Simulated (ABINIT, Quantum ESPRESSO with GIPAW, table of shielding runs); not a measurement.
# What the valence ZORA terms do to the shieldings of NaCl in space group Pm-3m, part 2 of 2

How well do two plane-wave methods agree on the shieldings of NaCl in space group Pm-3m?

ABINIT 10.8.3 and Quantum ESPRESSO with GIPAW.

So far: Starting point; GIPAW: ground state; GIPAW: response.

## (4) Converse method: dipole on Cl1; PBE, zora 0, 50 Ha, 6×6×6 (shifted)

Level of this step: DFT, PBE, plane-wave PAW (JTH 2.0), scalar-relativistic datasets, non-relativistic dipole terms (zora 0), shielding from the orbital moment that a nuclear dipole induces (ABINIT).

A nuclear dipole of one atomic unit is put on one atom. The ground state with the dipole is followed by the k-derivatives of the wave functions, and the induced orbital moment, with its sign turned, is the shielding tensor applied to the dipole's direction; the site's symmetry gives the rest. The dipole breaks time reversal, so the whole zone is sampled. JTH 2.0 datasets hold the cores' Lamb term.

run.abi

```
ndtset 2
acell 3*1.0 Angstrom
rprim
  2.86000000 0.00000000 0.00000000
  0.00000000 2.86000000 0.00000000
  0.00000000 0.00000000 2.86000000
natom 2
ntypat 2
znucl 17 11
typat 1 2
xred
  0.50000000 0.50000000 0.50000000
  0.00000000 0.00000000 0.00000000
pseudos "Cl_PBE_JTH.xml, Na_PBE_JTH.xml"
ecut 50
pawecutdg 100
pawovlp -1
kptopt 3
ngkpt 6 6 6
nshiftk 1
shiftk 0.5 0.5 0.5
nband 8
occopt 1
nsym 1
symmorphi 0
istwfk *1
chkprim 0
chksymbreak 0
chksymtnons 0
optforces 0
optstress 0
pawcpxocc 2
usexcnhat 0
paral_atom 0
paral_kgb 0
prtden 0
prteig 0
prtebands 0
prtgsr 0
natnd 1
iatnd 1
atndlist 1 0 0
tolvrs1 1d-11
nstep1 50
rfddk2 1
rfdir2 1 1 1
iscf2 -3
getwfk2 -1
orbmag2 2
tolwfr2 1d-18
nstep2 30
prtwf2 0
```

On the command line:

```sh
$ abinit run.abi > log
```

Numbers of over 12 decimals in the logs are rounded to 6 here.

Output:

```text
DATASET    1 : space group P1 (#  1); Bravais aP (primitive triclinic)
[...]
Values of the parameters that define the memory need for DATASET  1.
     intxc =       0    ionmov =       0      iscf =      17    lmnmax =       8
     lnmax =       4     mgfft =      36  mpssoang =       2    mqgrid =    3001
     natom =       2  nloc_mem =       2    nspden =       1   nspinor =       1
    nsppol =       1      nsym =       1    n1xccc =       1    ntypat =       2
    occopt =       1   xclevel =       2
       mpw =        2674          nfft =       46656          nkpt =         216
 PAW method is used; the additional fine FFT grid is defined by:
   mgfftf=        50    nfftf =    125000
[...]
DATASET    2 : space group P1 (#  1); Bravais aP (primitive triclinic)
[...]
Values of the parameters that define the memory need for DATASET  2 (RF).
     intxc =       0      iscf =      -3    lmnmax =       8     lnmax =       4
     mgfft =      36  mpssoang =       2    mqgrid =    3001     natom =       2
  nloc_mem =       2    nspden =       1   nspinor =       1    nsppol =       1
      nsym =       1    n1xccc =       1    ntypat =       2    occopt =       1
   xclevel =       2
      nfft =       46656          nkpt =         216
[...]
acell      1.8897261259E+00  1.8897261259E+00  1.8897261259E+00 Bohr
              amu      3.54527000E+01  2.29897680E+01
         atndlist      1.0000000000E+00  0.0000000000E+00  0.0000000000E+00
[...]
ecut      5.00000000E+01 Hartree
           getwfk1          0
           getwfk2         -1
            iatnd        1    0
             iscf1         17
             iscf2         -3
              ixc     -101130
           jdtset        1    2
     [kpt list left out]
           kptopt           3
         kptrlatt        6    0    0      0    6    0      0    0    6
[...]
natnd           1
            natom           2
            nband           8
           ndtset           2
            ngfft          36      36      36
          ngfftdg          50      50      50
             nkpt         216
            nstep1         50
            nstep2         30
             nsym           1
           ntypat           2
        nucdipmom      1.0000000000E+00  0.0000000000E+00  0.0000000000E+00
[...]
occ      2.000000  2.000000  2.000000  2.000000  2.000000  2.000000
[...]
optforces           0
        optstress           0
           orbmag1          0
           orbmag2          2
        pawcpxocc           2
        pawecutdg      1.00000000E+02 Hartree
          pawovlp     -1.0000000000E+00
[...]
rfddk1          0
            rfddk2          1
            rprim      2.8600000000E+00  0.0000000000E+00  0.0000000000E+00
[...]
shiftk      5.00000000E-01  5.00000000E-01  5.00000000E-01
          spgroup           1
        symmorphi           0
           tolvrs1     1.00000000E-11
           tolvrs2     0.00000000E+00
           tolwfr1     0.00000000E+00
           tolwfr2     1.00000000E-18
            typat      1  2
        usexcnhat           0
           useylm           1
     [wtk list left out]
[...]
xred      5.0000000000E-01  5.0000000000E-01  5.0000000000E-01
[...]
znucl       17.00000   11.00000
[...]
dimensions: {natom: 2, nkpt: 216, mband: 8, nsppol: 1, nspinor: 1, nspden: 1, mpw: 2674, }
cutoff_energies: {ecut:  50.0, pawecutdg: 100.0, }
electrons: {nelect:   1.60000000E+01, charge:   0.00000000E+00, occopt:   1.00000000E+00, tsmear:   1.00000000E-02, }
[...]
Unit cell volume ucvol=  1.5786822E+02 bohr^3
[...]
Coarse grid specifications (used for wave-functions):
[...]
Fine grid specifications (used for densities):
[...]
3.64932411E+02                                ecore*ucvol(ha*bohr**3)
[...]
solver: {iscf: 17, nstep: 50, nline: 4, wfoptalg: 10, }
tolerances: {tolvrs: 1.00E-11, }
[...]
ETOT  1  -63.161838926314    -6.316E+01 2.958E-01 7.484E+00
 ETOT  2  -63.273195710661    -1.114E-01 5.794E-04 1.942E+00
 ETOT  3  -63.272426387907     7.693E-04 1.328E-05 4.428E-01
 ETOT  4  -63.272285708167     1.407E-04 5.807E-06 2.827E-02
 ETOT  5  -63.272283728401     1.980E-06 8.823E-07 9.785E-04
 ETOT  6  -63.272284659705    -9.313E-07 3.283E-08 2.134E-05
 ETOT  7  -63.272284659138     5.675E-10 1.007E-09 1.051E-06
 ETOT  8  -63.272284660715    -1.577E-09 1.944E-11 9.839E-08
 ETOT  9  -63.272284660678     3.684E-11 1.468E-12 3.730E-09
 ETOT 10  -63.272284660681    -3.439E-12 5.201E-14 3.625E-11
 ETOT 11  -63.272284660681    -2.132E-13 9.220E-16 3.912E-12

 At SCF step   11       nres2   =  3.91E-12 < tolvrs=  1.00E-11 =>converged.
[...]
comment   : Summary of ground state results
[...]
etotal    :  -6.32722847E+01
entropy   :   0.00000000E+00
fermie    :   2.20556325E-01

 Integrated electronic density in atomic spheres:
[...]
[levels by k-point left out]

 Nine components of 2nd-order total energy (hartree) are
 1,2,3: 0th-order hamiltonian combined with 1st-order wavefunctions
     kin0=   3.27841213E+01 eigvalue=  -1.15271502E+00  local=  -2.14009117E+01  nclr dpl0=  -4.34635812E-08
 4,5,6: 1st-order hamiltonian combined with 1st and 0th-order wfs
     kin1=  -3.56597995E+01  Hartree=   0.00000000E+00     xc=   0.00000000E+00  nclr dpl1=   0.00000000E+00
 7,8,9: eventually, occupation + non-local contributions
    edocc=   0.00000000E+00     enl0=   8.19138959E+00   enl1=  -2.50969281E+00
 10: eventually, PAW "on-site" Hxc contribution: epaw1=   0.00000000E+00
 1-10 gives the relaxation energy (to be shifted if some occ is /=2.0)
   erelax=  -1.97476082E+01
 11 Contribution from 1st-order change of wavefunctions overlap
 eovl1 =  -6.62862039E-01
  No Ewald or frozen-wf contrib.: the relaxation energy is the total one
 2DEtotal=   -0.1974760821E+02 Ha. Also 2DEtotal=   -0.537359794337E+03 eV
    (  non-var. 2DEtotal :   -1.9747608204E+01 Ha)
[...]
symkpt : not enough symmetry to change the number of k points.

 Initialisation of the first-order wave-functions :
  ireadwf=   0
[...]
solver: {iscf: -3, nstep: 30, nline: 4, wfoptalg: 10, }
tolerances: {tolwfr: 1.00E-18, }
[...]
ETOT  2  -19.747607370360     -3.791E-03 1.019E-05 0.000E+00
 ETOT  3  -19.747609035496     -1.665E-06 1.073E-08 0.000E+00
 ETOT  4  -19.747609036966     -1.470E-09 1.543E-11 0.000E+00
 ETOT  5  -19.747609036969     -2.650E-12 1.135E-13 0.000E+00
 ETOT  6  -19.747609036969     -1.634E-13 1.851E-16 0.000E+00
 ETOT  7  -19.747609036969      1.421E-14 1.415E-18 0.000E+00
 ETOT  8  -19.747609036969      7.105E-15 9.854E-19 0.000E+00

 At SCF step    8   max residual=  9.85E-19 < tolwfr=  1.00E-18 =>converged.
[...]
----iterations are completed or convergence reached----
[...]
f-sum rule ratio=    8.2451580445E-01
 Expectation of eigenvalue derivatives (hartree) for nkpt= 216  k points:
  (in case of degenerate eigenvalues, averaged derivative)
 [levels by k-point left out]

 Nine components of 2nd-order total energy (hartree) are
 1,2,3: 0th-order hamiltonian combined with 1st-order wavefunctions
     kin0=   3.27841294E+01 eigvalue=  -1.15271487E+00  local=  -2.14009167E+01  nclr dpl0=  -3.75555368E-07
 4,5,6: 1st-order hamiltonian combined with 1st and 0th-order wfs
     kin1=  -3.56597996E+01  Hartree=   0.00000000E+00     xc=   0.00000000E+00  nclr dpl1=  -5.44341454E-10
 7,8,9: eventually, occupation + non-local contributions
    edocc=   0.00000000E+00     enl0=   8.19138803E+00   enl1=  -2.50969481E+00
 10: eventually, PAW "on-site" Hxc contribution: epaw1=   0.00000000E+00
 1-10 gives the relaxation energy (to be shifted if some occ is /=2.0)
   erelax=  -1.97476090E+01
 11 Contribution from 1st-order change of wavefunctions overlap
 eovl1 =  -6.62861808E-01
  No Ewald or frozen-wf contrib.: the relaxation energy is the total one
 2DEtotal=   -0.1974760904E+02 Ha. Also 2DEtotal=   -0.537359816940E+03 eV
    (  non-var. 2DEtotal :   -1.9747609035E+01 Ha)
[...]
symkpt : not enough symmetry to change the number of k points.

 Initialisation of the first-order wave-functions :
  ireadwf=   0
[...]
solver: {iscf: -3, nstep: 30, nline: 4, wfoptalg: 10, }
tolerances: {tolwfr: 1.00E-18, }
[...]
ETOT  2  -19.747607365142     -3.791E-03 1.019E-05 0.000E+00
 ETOT  3  -19.747609030279     -1.665E-06 1.073E-08 0.000E+00
 ETOT  4  -19.747609031749     -1.470E-09 1.543E-11 0.000E+00
 ETOT  5  -19.747609031752     -2.704E-12 1.135E-13 0.000E+00
 ETOT  6  -19.747609031751      1.386E-13 1.851E-16 0.000E+00
 ETOT  7  -19.747609031751     -7.105E-14 1.415E-18 0.000E+00
 ETOT  8  -19.747609031751     -3.553E-15 9.854E-19 0.000E+00

 At SCF step    8   max residual=  9.85E-19 < tolwfr=  1.00E-18 =>converged.
[...]
----iterations are completed or convergence reached----
[...]
f-sum rule ratio=    8.2451580419E-01
 Expectation of eigenvalue derivatives (hartree) for nkpt= 216  k points:
  (in case of degenerate eigenvalues, averaged derivative)
 [levels by k-point left out]

 Nine components of 2nd-order total energy (hartree) are
 1,2,3: 0th-order hamiltonian combined with 1st-order wavefunctions
     kin0=   3.27841293E+01 eigvalue=  -1.15271486E+00  local=  -2.14009167E+01  nclr dpl0=  -3.75555372E-07
 4,5,6: 1st-order hamiltonian combined with 1st and 0th-order wfs
     kin1=  -3.56597996E+01  Hartree=   0.00000000E+00     xc=   0.00000000E+00  nclr dpl1=  -5.44339350E-10
 7,8,9: eventually, occupation + non-local contributions
    edocc=   0.00000000E+00     enl0=   8.19138803E+00   enl1=  -2.50969481E+00
 10: eventually, PAW "on-site" Hxc contribution: epaw1=   0.00000000E+00
 1-10 gives the relaxation energy (to be shifted if some occ is /=2.0)
   erelax=  -1.97476090E+01
 11 Contribution from 1st-order change of wavefunctions overlap
 eovl1 =  -6.62861808E-01
  No Ewald or frozen-wf contrib.: the relaxation energy is the total one
 2DEtotal=   -0.1974760903E+02 Ha. Also 2DEtotal=   -0.537359816798E+03 eV
    (  non-var. 2DEtotal :   -1.9747609030E+01 Ha)
[...]
Orbital magnetic moment computed with DFPT derivative wavefunctions

 Orbital magnetic moment, Cartesian directions :
 -6.02416375E-04  3.47522980E-10  8.43070297E-10

 Chern vector, Cartesian directions :
 -3.06487847E-07 -3.46931916E-12 -4.07591364E-12

 Orbital magnetic moment, term-by-term breakdown :
     rho(1) CC :  -2.93808989E-04 -2.29956827E-11  6.19528143E-10
    rho(1) VV1 :  -9.79795602E-05  2.20093740E-11  4.13099637E-11
    rho(1) VV2 :   1.20021698E-06 -1.12872734E-11  1.17592511E-11
     rho(0) NL :   1.06705710E-03 -1.09051118E-10 -2.32325047E-11
   <L_R> terms :  -2.39959414E-04  4.68847178E-10  1.93705923E-10
 <A0.An> terms :   1.19277084E-05  5.01165146E-16 -4.78378097E-16
    Lamb terms :  -1.05085344E-03  0.00000000E+00  0.00000000E+00
 Chern vector, term-by-term breakdown :
  Ch CC :  -7.00210656E-07 -3.24961863E-12 -3.95191592E-12
 Ch vv1 :   3.93722808E-07 -2.19700526E-13 -1.23997712E-13
 Ch vv2 :   5.92923063E-21  2.14194088E-22 -5.14481641E-21
[...]
---- first-order wavefunction calculations are completed ----

 respfn : d/dk was computed, but no 2DTE, so no DDB output.

== END DATASET(S) ==

[key lines of the parts left out:]
Total energy DC (eV): -1.69791165061075E+04
```

The job ended after 33 min (1 thread of Arm Neoverse N1, shared host; peak memory 0.69 GiB).

Along the dipole the shielding is 602.4 ppm. The Chern vector, which should vanish, has length 3.1e-07. In mesh series on salts like this, lengths over 2.5e-7 went with errors from several ppm on light ions to many hundreds on heavy ones, so the run counts as not converged.

## (5) Converse method: dipole on Cl1; PBE, zora 0, 50 Ha, 4×4×4 (shifted)

Against the first converse run the mesh is changed, to see how fast the orbital moment converges.

run.abi: that of step 4 with these lines changed.

```diff
@@ -18,3 +18,3 @@
 kptopt 3
-ngkpt 6 6 6
+ngkpt 4 4 4
 nshiftk 1
```

On the command line:

```sh
$ abinit run.abi > log
```

Output:

```text
[... set-up and SCF cycles left out ...]

 Orbital magnetic moment computed with DFPT derivative wavefunctions

 Orbital magnetic moment, Cartesian directions :
 -6.49583480E-04 -2.02247701E-11 -2.39485468E-09

 Chern vector, Cartesian directions :
 -1.97751761E-06  7.78908614E-13  1.40011680E-11

 Orbital magnetic moment, term-by-term breakdown :
     rho(1) CC :  -3.46411605E-04 -2.96186821E-10 -1.77282869E-09
    rho(1) VV1 :  -9.52374889E-05  1.33869199E-10  2.08967500E-10
    rho(1) VV2 :   1.20543620E-06  2.66537602E-11 -1.17308346E-11
     rho(0) NL :   1.06926631E-03  8.70090978E-10 -1.16466989E-09
   <L_R> terms :  -2.39535323E-04 -7.54651450E-10  3.45407436E-10
 <A0.An> terms :   1.19826322E-05 -4.37024286E-16 -2.08273460E-16
    Lamb terms :  -1.05085344E-03  0.00000000E+00  0.00000000E+00
 Chern vector, term-by-term breakdown :
  Ch CC :  -2.44624909E-06  1.18056172E-12  1.61275077E-11
 Ch vv1 :   4.68731486E-07 -4.01653109E-13 -2.12633962E-12
 Ch vv2 :  -5.92923063E-21  1.64303159E-21  3.51432028E-21
[...]
---- first-order wavefunction calculations are completed ----

 respfn : d/dk was computed, but no 2DTE, so no DDB output.

== END DATASET(S) ==
```

Elapsed: 9.9 min, on 1 thread; peak memory 0.28 GiB.

Along the dipole the shielding is 649.6 ppm. The Chern vector, which should vanish, has length 2.0e-06. In mesh series on salts like this, lengths over 2.5e-7 went with errors from several ppm on light ions to many hundreds on heavy ones, so the run counts as not converged.

## (6) Converse method: dipole on Cl1; PBE, zora 3, 50 Ha, 4×4×4 (shifted)

Against a zora 0 run on the same mesh, two-component wave functions with spin-orbit coupling and the ZORA dipole terms are switched on, to see what they add.

run.abi: that of step 5 with these lines changed.

```diff
@@ -21,4 +21,6 @@
 shiftk 0.5 0.5 0.5
-nband 8
+nband 16
 occopt 1
+zora 3
+nspinor 2
 nsym 1
```

On the command line:

```sh
$ abinit run.abi > log
```

Output:

```text
[... set-up and SCF cycles left out ...]

 Orbital magnetic moment computed with DFPT derivative wavefunctions

 Orbital magnetic moment, Cartesian directions :
 -6.43990776E-04 -5.59469041E-10 -4.34653018E-10

 Chern vector, Cartesian directions :
 -1.69707055E-06  1.10809528E-11  4.00108175E-12

 Orbital magnetic moment, term-by-term breakdown :
     rho(1) CC :  -3.32049878E-04 -6.19244628E-10  3.27850902E-11
    rho(1) VV1 :  -9.25191276E-05  5.40095828E-11  2.53733437E-11
    rho(1) VV2 :   1.04378231E-06  4.65781053E-11 -1.41546968E-11
     rho(0) NL :   1.05771989E-03 -7.89707965E-11  1.18887142E-10
   <L_R> terms :  -2.39315056E-04  3.81583699E-11 -5.97543733E-10
 <A0.An> terms :   1.19830592E-05  3.25624807E-16 -1.64429665E-16
    Lamb terms :  -1.05085344E-03  0.00000000E+00  0.00000000E+00
 Chern vector, term-by-term breakdown :
  Ch CC :  -2.13603740E-06  1.16274784E-11  4.22335716E-12
 Ch vv1 :   4.38966854E-07 -5.46525635E-13 -2.22275412E-13
 Ch vv2 :   1.94817578E-20  2.69563470E-21  1.12766371E-21
[...]
---- first-order wavefunction calculations are completed ----

 respfn : d/dk was computed, but no 2DTE, so no DDB output.

== END DATASET(S) ==
```

The job ended after 41 min (1 thread; peak memory 0.65 GiB).

Along the dipole the shielding is 644.0 ppm. The Chern vector, which should vanish, has length 1.7e-06. In mesh series on salts like this, lengths over 2.5e-7 went with errors from several ppm on light ions to many hundreds on heavy ones, so the run counts as not converged.

## (7) All levels side by side

The runs with the dipole on the other atom differ from those above in iatnd alone.

| level | dipole on | shielding along it (ppm) | Chern vector |
| --- | --- | --- | --- |
| PBE, zora 0, 50 Ha, 6×6×6 (shifted) | Cl1 | 602.4 | 3.1e-07 |
| PBE, zora 0, 50 Ha, 6×6×6 (shifted) | Na2 | 503.9 | 1.3e-08 |
| PBE, zora 0, 50 Ha, 4×4×4 (shifted) | Cl1 | 649.6 | 2.0e-06 |
| PBE, zora 0, 50 Ha, 4×4×4 (shifted) | Na2 | 501.7 | 3.8e-08 |
| PBE, zora 3, 50 Ha, 4×4×4 (shifted) | Cl1 | 644.0 | 1.7e-06 |
| PBE, zora 3, 50 Ha, 4×4×4 (shifted) | Na2 | 503.2 | 2.6e-08 |

Isotropic shieldings in ppm, all without the macroscopic shape term. Core time is summed over the runs of a row, on shared hosts.

| method | functional | relativity | cutoff | mesh | core time | σ Cl1 | σ Na2 |
| --- | --- | --- | --- | --- | --- | --- | --- |
| GIPAW | PBE | scalar | 75 Ry | 8×8×8 | 7.6 min | 591.5 | 499.5 |
| converse (too coarse for a site) | PBE | zora 0 | 50 Ha | 6×6×6, shifted | 67 min | 602.4 | 503.9 |
| converse (too coarse for a site) | PBE | zora 0 | 50 Ha | 4×4×4, shifted | 20 min | 649.6 | 501.7 |
| converse (too coarse for a site) | PBE | zora 3 | 50 Ha | 4×4×4, shifted | 82 min | 644.0 | 503.2 |

## (8) Results

| Quantity | Value |
| --- | --- |
| σ_iso of 35Cl (Cl1), GIPAW | 591.5 ppm |
| σ_iso of 35Cl (Cl1), converse, zora 0, not converged | 602.4 ppm |
| σ_iso of 23Na (Na2), GIPAW | 499.5 ppm |
| σ_iso of 23Na (Na2), converse, zora 0 | 503.9 ppm |

What this shows: On the finest mesh the Chern vector is over 2.5e-7 for the dipole on Cl1, so the converse value there is not converged with mesh or cutoff. The converse values lie +10.9 ppm (Cl1) and +4.3 ppm (Na2) from GIPAW's. GIPAW's own mesh and cutoff were not varied. From mesh 4×4×4, shifted to 6×6×6, shifted the converse values move by -47.2 ppm (Cl1) and +2.2 ppm (Na2). Going from zora 0 to zora 3 on the same mesh moves Cl1 by -5.6 ppm and Na2 by +1.5 ppm, at 4.1 times the cost. These runs aren't converged for every site and their mesh errors needn't cancel: the change is no larger than three times the last mesh step on Cl1 and Na2, so there it can't be told from mesh error. That step holds the scalar ZORA dipole terms as well as spin-orbit coupling, for the valence alone: the frozen cores keep their Lamb term, so their own relativistic and spin response is missing. The spin response has no exchange-correlation kernel (nspden 1). GIPAW's log warns of levels that differ between two diagonalisations, on empty bands alone, which the response doesn't use. This build of gipaw.x prints that it isn't audited and that its numbers are no references by themselves. Atoms are fixed at the given structure, with no thermal motion. The shape term of a sphere, left out, would add about 10 ppm to every shielding, by GIPAW's valence susceptibility. The CsCl type is a high-pressure form for this salt, here at the volume of its database entry.

[Banner, clock, file and dataset-listing lines were taken out of the logs.]

[Logs are printed without paths, hosts, clocks, repeated set-up lines and the standing remarks that a program may print on its own settings, such as how far it seeks lower states.]

[Hosts, paths, dates, database ids (printed as entryN), source tags and the programs' standing remarks are cut or masked in the printed files.]
